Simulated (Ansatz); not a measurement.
An Ansatz input:

```yaml
crystal:
  lattice:
    - [-2.4872770595, 2.5008856824, 1.1995440415]
    - [2.5008856824, -2.4872770595, 1.1995440415]
    - [1.9590242776, 1.9590242776, -1.1746198239]
  atoms:
    - { symbol: Ni, position: [0.0006112013, 0.9993887987, 1.0], spin: 0.8 }
    - { symbol: Ni, position: [0.7493887987, 0.2506112013, 0.5], spin: -0.8 }
hamiltonian:
  xc: pbe
  pseudopotentials:
    kind: paw
    azcp:
      Ni: "pseudopotentials/Ni.paw.azcp"
basis:
  ecutwfc: 420
  fft_grid_basis: typed
kpoints:
  mp_grid: { grid: [24, 24, 18], shift: [0, 0, 0] }
magnetization:
  spin_polarized: true
scf:
  occupations: { method: fermi_dirac, width: 0.05 }
```

Terminal output

```
Engine: ansatz 0.2.0, x86_64-unknown-linux-gnu
Pseudopotentials: kind: paw
Pseudopotential: Ni, paw, valence charge 18, recommended cutoff 420 eV (normal) 
Functional definition: PBE
  parameter kappa = 0.804
  parameter beta = 0.06672455060314922
  exchange = pbe_x(kappa = kappa, mu = beta*pi^2/3)
  correlation = pbe_c(beta = beta)
Crystal: 2 atoms, lattice volume = 23.523 Å³
Basis set: ecut = 420 eV, 445 PW (Γ)
Bands: 23, of which v1, the nominal top of the filled ones, is band 18 counted from 1 (17 counted from 0)
Symmetry: 2 space group operations
Space group: C2 (ITA 5), of the structure as read, at distance tolerance 2.9e-5 Å
Magnetic group: BNS 15.88 (UNI 95), of the structure as read, at distance tolerance 2.9e-5 Å
k-points: 2714 of 10368 (time reversal used)
Non-local potential: Ni, projectors of the file, l = 0: 3, l = 1: 2, l = 2: 3, l = 3: 1
PAW form: soft (Blöchl's): semilocal exchange-correlation on the pseudo side does not see the compensation charge
PAW one-centre angular grid: Ni, 590 points (default); XC on 64 Gauss nodes
Initial density: superposition of atomic densities (chi_scale 0.1, normalization cell)
Starting moments: Σ|m| = 1.6 μB on 2 of 2 sites
Starting magnetic order: antiferromagnet; an inversion exchanges its spin sublattices: spin-degenerate at every k-point
Initial wavefunctions: pseudopotential atomic-orbital guess
Functional: x = pbe(κ = 0.804, μ = 0.2195149727645171), c = pbe(β = 0.06672455060314922)
iter 1 solved again at ethr=1.21e-3 eV; its pass at ethr=3.10e-3 eV (dr2=4.34e-1 eV) is discarded
SCF iter   1: F=—  HF=-11676.635906 eV  |F-HF|=—  |Δ(HF+E_count)|=         —  Δρ=8.01e-2 (↑8.01e-2 ↓8.01e-2)  dr2=4.34e-1  dr2_m=1.19e0  M=-0.000 μB ∫|m|=0.486 μB  β_m=0.30  ethr=1.21e-3  ⟨swp⟩=1.0  Hψ=636832  notcnv=0
Mixer restart at iter 1: flushing history
SCF iter   2: F=—  HF=-11676.885241 eV  |F-HF|=—  |Δ(HF+E_count)|=   2.49e-1  Δρ=6.28e-2 (↑6.28e-2 ↓6.28e-2)  dr2=6.41e-2  dr2_m=7.97e-1  M=-0.000 μB ∫|m|=0.366 μB  β_m=0.58  ethr=1.21e-3  ⟨swp⟩=2.1  Hψ=195690  notcnv=0
SCF iter   3: F=—  HF=-11678.105371 eV  |F-HF|=—  |Δ(HF+E_count)|=    1.22e0  Δρ=3.79e-2 (↑3.79e-2 ↓3.79e-2)  dr2=4.88e-3  dr2_m=3.05e-1  M=-0.000 μB ∫|m|=0.192 μB  β_m=0.79  ethr=1.78e-4  ⟨swp⟩=3.0  Hψ=300046  notcnv=0  defer=4
SCF iter   4: F=—  HF=-11678.652932 eV  |F-HF|=—  |Δ(HF+E_count)|=   5.48e-1  Δρ=8.26e-3 (↑8.26e-3 ↓8.26e-3)  dr2=3.01e-2  dr2_m=2.25e-3  M=-0.000 μB ∫|m|=0.009 μB  β_m=0.80  ethr=1.35e-5  ⟨swp⟩=3.0  Hψ=274829  notcnv=0  defer=788
SCF iter   5: F=—  HF=-11678.644375 eV  |F-HF|=—  |Δ(HF+E_count)|=   8.56e-3  Δρ=9.28e-4 (↑9.22e-4 ↓9.28e-4)  dr2=1.15e-4  dr2_m=1.65e-4  M=-0.000 μB ∫|m|=0.006 μB  β_m=0.84  ethr=1.35e-5  ⟨swp⟩=2.4  Hψ=248438  notcnv=0  defer=790
SCF iter   6: F=—  HF=-11678.644385 eV  |F-HF|=—  |Δ(HF+E_count)|=   1.05e-5  Δρ=5.86e-4 (↑5.86e-4 ↓5.75e-4)  dr2=2.13e-4  dr2_m=6.67e-6  M=-0.000 μB ∫|m|=0.002 μB  β_m=0.76  ethr=3.19e-7  ⟨swp⟩=2.2  Hψ=221167  notcnv=0  defer=790
SCF iter   7: F=—  HF=-11678.644333 eV  |F-HF|=—  |Δ(HF+E_count)|=   5.16e-5  Δρ=4.27e-4 (↑4.27e-4 ↓3.64e-4)  dr2=7.55e-5  dr2_m=4.99e-6  M=-0.000 μB ∫|m|=0.001 μB  β_m=0.81  ethr=3.19e-7  ⟨swp⟩=2.1  Hψ=161931  notcnv=0  defer=790
SCF iter   8: F=—  HF=-11678.644360 eV  |F-HF|=—  |Δ(HF+E_count)|=   2.71e-5  Δρ=4.40e-4 (↑3.46e-4 ↓4.40e-4)  dr2=1.11e-4  dr2_m=5.83e-7  M=-0.000 μB ∫|m|=0.000 μB  β_m=0.49  ethr=2.10e-7  ⟨swp⟩=2.0  Hψ=176172  notcnv=0  defer=790
SCF iter   9: F=—  HF=-11678.644353 eV  |F-HF|=—  |Δ(HF+E_count)|=   7.84e-6  Δρ=4.07e-5 (↑2.41e-5 ↓4.07e-5)  dr2=4.41e-7  dr2_m=9.33e-8  M=-0.000 μB ∫|m|=0.000 μB  β_m=0.74  ethr=2.10e-7  ⟨swp⟩=2.2  Hψ=159598  notcnv=0  defer=790
SCF iter  10: F=—  HF=-11678.644353 eV  |F-HF|=—  |Δ(HF+E_count)|=   2.01e-7  Δρ=1.99e-5 (↑1.99e-5 ↓1.50e-5)  dr2=2.06e-7  dr2_m=6.96e-9  M=-0.000 μB ∫|m|=0.000 μB  β_m=0.82  ethr=1.22e-9  ⟨swp⟩=2.0  Hψ=182942  notcnv=0  defer=790
SCF iter  11: F=—  HF=-11678.644353 eV  |F-HF|=—  |Δ(HF+E_count)|=   1.65e-7  Δρ=1.16e-5 (↑1.16e-5 ↓7.93e-6)  dr2=5.49e-8  dr2_m=1.39e-9  M=-0.000 μB ∫|m|=0.000 μB  β_m=0.84  ethr=5.73e-10  ⟨swp⟩=2.2  Hψ=183419  notcnv=0  defer=790
SCF iter  12: F=—  HF=-11678.644353 eV  |F-HF|=—  |Δ(HF+E_count)|=   2.08e-8  Δρ=1.92e-5 (↑1.92e-5 ↓1.38e-5)  dr2=4.79e-9  dr2_m=5.85e-8  M=-0.000 μB ∫|m|=0.000 μB  β_m=0.53  ethr=1.53e-10  ⟨swp⟩=2.1  Hψ=168274  notcnv=0  defer=790
SCF iter  13: F=—  HF=-11678.644353 eV  |F-HF|=—  |Δ(HF+E_count)|=   2.19e-9  Δρ=1.31e-5 (↑1.20e-5 ↓1.31e-5)  dr2=1.99e-10  dr2_m=3.39e-8  M=-0.000 μB ∫|m|=0.000 μB  β_m=0.46  ethr=1.33e-11  ⟨swp⟩=2.0  Hψ=180385  notcnv=0  defer=790
SCF iter  14: F=-11678.644353 eV  HF=-11678.644353 eV  |F-HF|=1.66e-8  |Δ(HF+E_count)|=   8.79e-9  Δρ=3.05e-5 (↑2.10e-5 ↓3.05e-5)  dr2=1.52e-8  dr2_m=1.42e-7  M=-0.000 μB ∫|m|=0.000 μB  β_m=0.46  ethr=1.00e-12  ⟨swp⟩=3.3  Hψ=277719  notcnv=0  defer=790
SCF iter  15: F=-11678.644353 eV  HF=-11678.644353 eV  |F-HF|=2.56e-8  |Δ(HF+E_count)|=   1.26e-8  Δρ=4.09e-5 (↑4.09e-5 ↓3.76e-5)  dr2=1.05e-8  dr2_m=3.31e-7  M=-0.001 μB ∫|m|=0.001 μB  β_m=0.50  ethr=1.00e-12  ⟨swp⟩=3.2  Hψ=272925  notcnv=0  defer=790
SCF iter  16: F=-11678.644353 eV  HF=-11678.644353 eV  |F-HF|=2.03e-7  |Δ(HF+E_count)|=   1.50e-7  Δρ=9.23e-5 (↑7.17e-5 ↓9.23e-5)  dr2=1.03e-7  dr2_m=1.44e-6  M=-0.001 μB ∫|m|=0.001 μB  β_m=0.75  ethr=1.00e-12  ⟨swp⟩=3.2  Hψ=293779  notcnv=0  defer=790  recentre
SCF iter  17: F=-11678.644353 eV  HF=-11678.644353 eV  |F-HF|=1.13e-7  |Δ(HF+E_count)|=   8.19e-8  Δρ=7.01e-5 (↑5.26e-5 ↓7.01e-5)  dr2=5.21e-8  dr2_m=8.08e-7  M=-0.001 μB ∫|m|=0.001 μB  β_m=0.72  ethr=1.00e-12  ⟨swp⟩=3.0  Hψ=281190  notcnv=0  defer=790
SCF iter  18: F=-11678.644353 eV  HF=-11678.644353 eV  |F-HF|=3.45e-7  |Δ(HF+E_count)|=   3.51e-7  Δρ=1.44e-4 (↑1.44e-4 ↓1.44e-4)  dr2=3.04e-8  dr2_m=4.48e-6  M=-0.002 μB ∫|m|=0.002 μB  β_m=0.79  ethr=1.00e-12  ⟨swp⟩=3.0  Hψ=279180  notcnv=0  defer=790
SCF iter  19: F=-11678.644353 eV  HF=-11678.644355 eV  |F-HF|=1.16e-6  |Δ(HF+E_count)|=   1.15e-6  Δρ=2.73e-4 (↑2.73e-4 ↓2.71e-4)  dr2=1.02e-8  dr2_m=1.60e-5  M=-0.004 μB ∫|m|=0.005 μB  β_m=0.81  ethr=1.00e-12  ⟨swp⟩=3.2  Hψ=272680  notcnv=0  defer=790
SCF iter  20: F=-11678.644355 eV  HF=-11678.644359 eV  |F-HF|=4.56e-6  |Δ(HF+E_count)|=   4.59e-6  Δρ=5.42e-4 (↑5.42e-4 ↓5.30e-4)  dr2=1.03e-7  dr2_m=6.20e-5  M=-0.009 μB ∫|m|=0.009 μB  β_m=0.60  ethr=1.00e-12  ⟨swp⟩=3.1  Hψ=301649  notcnv=0  defer=790
```

The calculation hadn't finished when its time ran out.
